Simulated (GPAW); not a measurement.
# ZnSe (Stilleite) (F-43m) in GPAW: a series of runs

Aim: see how the results for ZnSe (Stilleite) move with the level of theory and the settings. Levels: SCAN+D4, TPSS, AM05+D4, MS2. Tasks: equation of state, band structure.

All numbers are computed with GPAW 26.7.0; they aren't measurements. Logs are shortened: lines on timing, memory, paths and dates and some standing lists are left out, and cuts for length are marked. The log counts tension as positive stress, the text compression.

**What was measured.**

From “Alloy Disordering Effects on the Thermal Conductivity and Energy Gap Temperature Dependence of Cd1−xZnxSe Ternary Crystals Grown by the Bridgman Method”, 2023, pmc:10253836, for a bulk crystal of ZnSe at 300 K: band gap 2.695 ± 0.003 eV (an exciton energy, a little under the gap).

The runs below are set against these values where they give the same quantity.

## Step 1: Starting point

The structure is cubic, space group F-43m (No. 216). Conventional cell: a = 5.668 Å, b = 5.668 Å, c = 5.668 Å, α = 90.00°, β = 90.00°, γ = 90.00°. Around Se (site symmetry -43m) lie 4 Zn at 2.45 Å. Around Zn (site symmetry -43m) lie 4 Se at 2.45 Å.

## Step 2: Equation of state, SCAN+D4

Input file run.py:

```python
import spglib
from ase import Atoms
from ase.calculators.mixing import SumCalculator
from ase.eos import EquationOfState
from ase.io import Trajectory, read
from ase.units import GPa
from dftd4.ase import DFTD4
from gpaw import GPAW, PW

atoms = read('ZnSe.cif')
cell, positions, numbers = spglib.find_primitive(
    (atoms.cell[:], atoms.get_scaled_positions(), atoms.numbers), symprec=1e-4)
atoms = Atoms(numbers, cell=cell, scaled_positions=positions, pbc=True)

traj = Trajectory('eos.traj', 'w')
volumes, energies = [], []
for x in [0.94, 0.96, 0.98, 1.0, 1.02, 1.04, 1.06]:
    a = atoms.copy()
    a.set_cell(atoms.cell * x**(1 / 3), scale_atoms=True)
    calc = GPAW(mode=PW(600),
                xc='MGGA_X_SCAN+MGGA_C_SCAN',
                kpts={'size': (7, 7, 7), 'gamma': True},
                occupations={'name': 'fermi-dirac', 'width': 0.05},
                nbands=18,
                convergence={'density': 1e-05, 'energy': 1e-05},
                maxiter=150,
                txt=f'eos-{x:.2f}.txt')
    a.calc = SumCalculator([calc, DFTD4(method='scan')])
    energies.append(a.get_potential_energy())
    volumes.append(a.get_volume())
    p = -a.get_stress()[:3].mean() / GPa
    calc.write(f'eos-{x:.2f}.gpw')
    traj.write(a)
    print(f'{x:.2f} {volumes[-1]:10.4f} A^3 {energies[-1]:14.6f} eV {p:9.3f} GPa', flush=True)

v0, e0, B = EquationOfState(volumes, energies, eos='birchmurnaghan').fit()
print(f'V0 = {v0:.4f} A^3, E0 = {e0:.6f} eV, B0 = {B / GPa:.2f} GPa')
```

Input file ZnSe.cif:

```cif
data_ZnSe
_cell_length_a 5.66760000
_cell_length_b 5.66760000
_cell_length_c 5.66760000
_cell_angle_alpha 90.00000000
_cell_angle_beta 90.00000000
_cell_angle_gamma 90.00000000
_space_group_name_H-M_alt 'F-43m'
_space_group_name_Hall 'F -4 2 3'
_space_group_IT_number 216
loop_
_space_group_symop_operation_xyz
'x,y,z'
'y,-x,-z'
'-x,-y,z'
'-y,x,-z'
'x,-y,-z'
'y,x,z'
'-x,y,-z'
'-y,-x,z'
'z,x,y'
'-z,y,-x'
'z,-x,-y'
'-z,-y,x'
'-z,x,-y'
'z,y,x'
'-z,-x,y'
'z,-y,-x'
'y,z,x'
'-x,-z,y'
'-y,z,-x'
'x,-z,-y'
'-y,-z,x'
'x,z,y'
'y,-z,-x'
'-x,z,-y'
'x,y+1/2,z+1/2'
'y,-x+1/2,-z+1/2'
'-x,-y+1/2,z+1/2'
'-y,x+1/2,-z+1/2'
'x,-y+1/2,-z+1/2'
'y,x+1/2,z+1/2'
'-x,y+1/2,-z+1/2'
'-y,-x+1/2,z+1/2'
'z,x+1/2,y+1/2'
'-z,y+1/2,-x+1/2'
'z,-x+1/2,-y+1/2'
'-z,-y+1/2,x+1/2'
'-z,x+1/2,-y+1/2'
'z,y+1/2,x+1/2'
'-z,-x+1/2,y+1/2'
'z,-y+1/2,-x+1/2'
'y,z+1/2,x+1/2'
'-x,-z+1/2,y+1/2'
'-y,z+1/2,-x+1/2'
'x,-z+1/2,-y+1/2'
'-y,-z+1/2,x+1/2'
'x,z+1/2,y+1/2'
'y,-z+1/2,-x+1/2'
'-x,z+1/2,-y+1/2'
'x+1/2,y,z+1/2'
'y+1/2,-x,-z+1/2'
'-x+1/2,-y,z+1/2'
'-y+1/2,x,-z+1/2'
'x+1/2,-y,-z+1/2'
'y+1/2,x,z+1/2'
'-x+1/2,y,-z+1/2'
'-y+1/2,-x,z+1/2'
'z+1/2,x,y+1/2'
'-z+1/2,y,-x+1/2'
'z+1/2,-x,-y+1/2'
'-z+1/2,-y,x+1/2'
'-z+1/2,x,-y+1/2'
'z+1/2,y,x+1/2'
'-z+1/2,-x,y+1/2'
'z+1/2,-y,-x+1/2'
'y+1/2,z,x+1/2'
'-x+1/2,-z,y+1/2'
'-y+1/2,z,-x+1/2'
'x+1/2,-z,-y+1/2'
'-y+1/2,-z,x+1/2'
'x+1/2,z,y+1/2'
'y+1/2,-z,-x+1/2'
'-x+1/2,z,-y+1/2'
'x+1/2,y+1/2,z'
'y+1/2,-x+1/2,-z'
'-x+1/2,-y+1/2,z'
'-y+1/2,x+1/2,-z'
'x+1/2,-y+1/2,-z'
'y+1/2,x+1/2,z'
'-x+1/2,y+1/2,-z'
'-y+1/2,-x+1/2,z'
'z+1/2,x+1/2,y'
'-z+1/2,y+1/2,-x'
'z+1/2,-x+1/2,-y'
'-z+1/2,-y+1/2,x'
'-z+1/2,x+1/2,-y'
'z+1/2,y+1/2,x'
'-z+1/2,-x+1/2,y'
'z+1/2,-y+1/2,-x'
'y+1/2,z+1/2,x'
'-x+1/2,-z+1/2,y'
'-y+1/2,z+1/2,-x'
'x+1/2,-z+1/2,-y'
'-y+1/2,-z+1/2,x'
'x+1/2,z+1/2,y'
'y+1/2,-z+1/2,-x'
'-x+1/2,z+1/2,-y'
loop_
_atom_site_label
_atom_site_type_symbol
_atom_site_symmetry_multiplicity
_atom_site_Wyckoff_symbol
_atom_site_fract_x
_atom_site_fract_y
_atom_site_fract_z
_atom_site_occupancy
Se1 Se 4 c 0.2500000000 0.2500000000 0.2500000000 1
Zn1 Zn 4 a 0.0000000000 0.0000000000 0.0000000000 1
```

Potentials or basis: GPAW PAW data sets (gpaw-data 1.2.1), pw.

The run is started by

```console
OMP_NUM_THREADS=1 python run.py
```

What it wrote:

```text
__  _  _
 | _ |_)|_||  |
 |__||  | ||/\| - 26.7.0

Input parameters:
  mode=PW(ecut=600.0),
  convergence={'density': 1e-05, 'energy': 1e-05},
  kpts=MonkhorstPack(size=(7, 7, 7), gamma=True),
  maxiter=150,
  nbands=18,
  occupations=Occupations(name='fermi-dirac', width=0.05),
  xc=XC(name='MGGA_X_SCAN+MGGA_C_SCAN')

Diagonalizing LCAO Hamiltonian
Converting LCAO to pw mode

           Se

       Zn

Atoms  # Å, Bohr magnetons
|   | symbol |        x |        y |        z |    initial magnetic moments |
|---|--------|----------|----------|----------|-----------------------------|
| 0 |     Se | 1.387976 | 1.387976 | 1.387976 | ( 0.0000,  0.0000,  0.0000) |
| 1 |     Zn | 0.000000 | 0.000000 | 0.000000 | ( 0.0000,  0.0000,  0.0000) |

Unit cell  # Å
| periodic |        x |        y |        z |  lengths |    angles |
|----------|----------|----------|----------|----------|-----------|
|      yes | 0.000000 | 2.775951 | 2.775951 | 3.925788 | 60.000000 |
|      yes | 2.775951 | 0.000000 | 2.775951 | 3.925788 | 60.000000 |
|      yes | 2.775951 | 2.775951 | 0.000000 | 3.925788 | 60.000000 |

Number of symmetries: 24
Symmetry operations  # r_c * U_cc + t_c -> r_c
|    | kind |            matrix            |
|----|------|------------------------------|
|  0 |  E   |  1, 0, 0,  0, 1, 0,  0, 0, 1 |
|  1 |  σ   |  1, 0, 0,  0, 0, 1,  0, 1, 0 |
|  2 |  σ   |  1, 0,-1,  0, 1,-1,  0, 0,-1 |
|  3 |  C3  |  1, 0,-1,  0, 0,-1,  0, 1,-1 |
|  4 |  C3  |  1,-1, 0,  0,-1, 1,  0,-1, 0 |
|  5 |  σ   |  1,-1, 0,  0,-1, 0,  0,-1, 1 |
|  6 |  σ   |  0, 1, 0,  1, 0, 0,  0, 0, 1 |
|  7 |  C3  |  0, 1, 0,  0, 0, 1,  1, 0, 0 |
|  8 |  C2  |  0, 1,-1,  1, 0,-1,  0, 0,-1 |
|  9 |  S4  |  0, 1,-1,  0, 0,-1,  1, 0,-1 |
| 10 |  C3  |  0, 0, 1,  1, 0, 0,  0, 1, 0 |
| 11 |  σ   |  0, 0, 1,  0, 1, 0,  1, 0, 0 |
| 12 |  S4  |  0, 0,-1,  1, 0,-1,  0, 1,-1 |
| 13 |  C3  |  0, 0,-1,  0, 1,-1,  1, 0,-1 |
| 14 |  S4  |  0,-1, 1,  1,-1, 0,  0,-1, 0 |
| 15 |  C2  |  0,-1, 1,  0,-1, 0,  1,-1, 0 |
| 16 |  C3  |  0,-1, 0,  1,-1, 0,  0,-1, 1 |
| 17 |  S4  |  0,-1, 0,  0,-1, 1,  1,-1, 0 |
| 18 |  S4  | -1, 1, 0, -1, 0, 1, -1, 0, 0 |
| 19 |  C3  | -1, 1, 0, -1, 0, 0, -1, 0, 1 |
| 20 |  C3  | -1, 0, 1, -1, 1, 0, -1, 0, 0 |
| 21 |  S4  | -1, 0, 1, -1, 0, 0, -1, 1, 0 |
| 22 |  σ   | -1, 0, 0, -1, 1, 0, -1, 0, 1 |
| 23 |  C2  | -1, 0, 0, -1, 0, 1, -1, 1, 0 |

BZ-sampling:
  Number of BZ points: 343
  Number of IBZ points: 20

  Monkhorst-Pack size: [7, 7, 7]
  Monkhorst-Pack shift: [0, 0, 0]

K-points  # in reciprocal-cell coordinates
|     |                                coordinates |     weight |
|-----|--------------------------------------------|------------|
|   0 | (  0.00000000,   0.00000000,   0.00000000) | 0.00291545 |
|   1 | (  0.14285714,   0.14285714,   0.00000000) | 0.01749271 |
|   2 | (  0.14285714,   0.14285714,   0.14285714) | 0.02332362 |
|   3 | (  0.28571429,   0.14285714,   0.14285714) | 0.03498542 |
|   4 | (  0.28571429,   0.28571429,   0.00000000) | 0.01749271 |
|   5 | (  0.28571429,   0.28571429,   0.14285714) | 0.06997085 |
|   6 | (  0.28571429,   0.28571429,   0.28571429) | 0.02332362 |
|   7 | (  0.42857143,  -0.28571429,  -0.28571429) | 0.03498542 |
|   8 | (  0.42857143,   0.28571429,  -0.42857143) | 0.13994169 |
|   9 | (  0.42857143,   0.28571429,  -0.28571429) | 0.06997085 |
| ... |                                            |            |
|  19 | (  0.42857143,   0.42857143,   0.42857143) | 0.02332362 |

Plane wave coefficients: 1442
Cutoff: 600.0 eV

Spin-components: 1 (collinear spins)
Bands:           18
Projectors:      11
Spin-degeneracy: 2
Datatype:        complex128

Parallelization:
  kpt:    1
  domain: 1
  band:   1

Density:
  Valence electrons: 18.0
  Components: 1
  Grid points: [24 24 24]
  Charge: 0.0  # |e|

Potential:
  Grid points: [24 24 24]

species:
  Se:
    name:    Selenium
    Z:       34.0
    valence: 6
    core:    28
    charge:  0.0  # [|e|]
    compensation charges:
      type: gauss
      rc: 0.27  # [Å]
      lmax: 2
    cutoffs:
      filter: 1.77  # [Å]
      core: 2.67  # [Å]
    projectors
    | kind |    occ | energy [eV] | rcut [Å] |
    |------|--------|-------------|----------|
    |   4s |  2.000 |     -17.277 |    0.847 |
    |   4p |  4.000 |      -6.512 |    1.005 |
    |    s |        |       9.935 |    0.847 |
    |    p |        |      20.699 |    1.005 |
    |    d |        |       0.000 |    0.847 |

    Using partial waves for Se as LCAO basis

  Zn:
    name:    Zinc
    Z:       30.0
    valence: 12
    core:    18
    charge:  0.0  # [|e|]
    compensation charges:
      type: gauss
      rc: 0.37  # [Å]
      lmax: 2
    cutoffs:
      filter: 2.14  # [Å]
      core: 2.28  # [Å]
    projectors
    | kind |    occ | energy [eV] | rcut [Å] |
    |------|--------|-------------|----------|
    |   4s |  2.000 |      -5.977 |    1.286 |
    |   4p |  0.000 |      -1.117 |    1.270 |
    |   3d | 10.000 |     -10.142 |    1.180 |
    |    s |        |      21.234 |    1.286 |
    |    p |        |      26.095 |    1.270 |
    |    d |        |      17.070 |    1.180 |

    Using partial waves for Zn as LCAO basis

Reference energy: -114964.858784  # eV

eigensolver:
  PPCG
  Converge bands: occupied
  niter=2

density mixing:
  MSR1-Mixer
  Pratt-step length: 0.05
  Maximum mixing coefficient: 0.75
  Old densities: 10
  SVD Regularization: 0.005
  Good broyden scale: 1.0
  Trust region scale: 1.0
  Backstep threshold: 4.0
  History deletion threshold: 6.0
  Fourier metric: weight=20.0, sigma=0.015

occupation numbers:
  Fermi-Dirac:
    width: 0.0500  # eV

poisson solver:
  ecut: 4800.0  # eV

xc functional:
  name: MGGA_X_SCAN+MGGA_C_SCAN with 2 nearest neighbor stencil

convergence criteria:
- Maximum integral of absolute [dens]ity change: 1e-05 electrons / valence electron
- Maximum [total energy] change in last 3 cyles: 1e-05 eV / valence electron
- Maximum integral of absolute [eigenst]ate change: 4e-08 eV^2 / valence electron
maximum number of iterations: 150

SCF iterations
|iter     | |      energy | eigst |  dens |
|---------|-|-------------|-------|-------|
|iter:   1| |  -34.097572 | -0.28 |       |
|iter:   2| |  -32.524000 | -0.89 | -1.29 |
|iter:   3| |  -32.765681 | -1.30 | -1.29 |
|iter:   4| |  -32.541800 | -1.20 | -1.35 |
|iter:   5| |  -32.525834 | -2.25 | -1.92 |
|iter:   6| |  -32.529891 | -2.57 | -2.16 |
|iter:   7| |  -32.529853 | -4.33 | -3.02 |
|iter:   8| |  -32.529869c| -5.12 | -3.45 |
|iter:   9| |  -32.529868c| -6.58 | -3.86 |
|iter:  10| |  -32.529868c| -7.76c| -4.80 |
|iter:  11| |  -32.529868c| -8.06c| -5.58c|

Converged in 11 steps
Energy contributions relative to reference atoms: (reference = -114964.858784)

Energy contributions:
  Kinetic:          29.220467
  Coulomb:         -25.022517
  Zero:             -0.144838
  External:          0.000000
  Xc:              -36.582979
  Entropy:          -0.000000
  Spinorbit:         0.000000
  ----------------------------
  Free energy:     -32.529868
  Extrapolated:    -32.529868

dipole moment: (-14.152330, -14.152330, -14.152330)  # |e|*Ang

Fermi level: 5.370
Eigenvalues  # (at kpt = [0.000, 0.000, 0.000])
| band index |      eig [eV] | occ [0-2] |
|------------|---------------|-----------|
|          0 |        -9.931 |     2.000 |
|          1 |        -2.653 |     2.000 |
|          2 |        -2.653 |     2.000 |
|          3 |        -2.653 |     2.000 |
|          4 |        -2.178 |     2.000 |
|          5 |        -2.178 |     2.000 |
[... 10 lines left out ...]
|         16 |        18.169 |     0.000 |
|         17 |        18.169 |     0.000 |

Gap: 2.042 eV
Transition (v -> c):
  (s=0, k=0, n=8, [0.00, 0.00, 0.00]) -> (s=0, k=0, n=9, [0.00, 0.00, 0.00])
No difference between direct/indirect transitions

Stress tensor  # eV/Ang^3
|         x |         y |         z |
|-----------|-----------|-----------|
| -0.023011 |  0.000000 |  0.000000 |
|  0.000000 | -0.023011 | -0.000000 |
|  0.000000 | -0.000000 | -0.023011 |

# Writing to eos-0.94.gpw (mode='')
```

It took 3.9 min on 1 thread of Arm Neoverse V2, shared host; peak memory 0.92 GiB.

What came out:

```yaml
Equilibrium_volume: "22.28 Å³/atom (rough: see the caveat)"
Bulk_modulus: 69 GPa (rough)
```

Energy against volume, from the lowest point:
```tsv
volume (Å³/atom)	energy (meV/atom)
21.391	8.17
21.846	1.88
22.301	0.00
22.757	2.21
23.212	7.82
23.667	16.61
24.122	28.27
```

Caveat: the points scatter about the fit; the PAW data sets were made with another functional, which shifts forces and pressure a little.

(Part 1 of 2 ends here.)
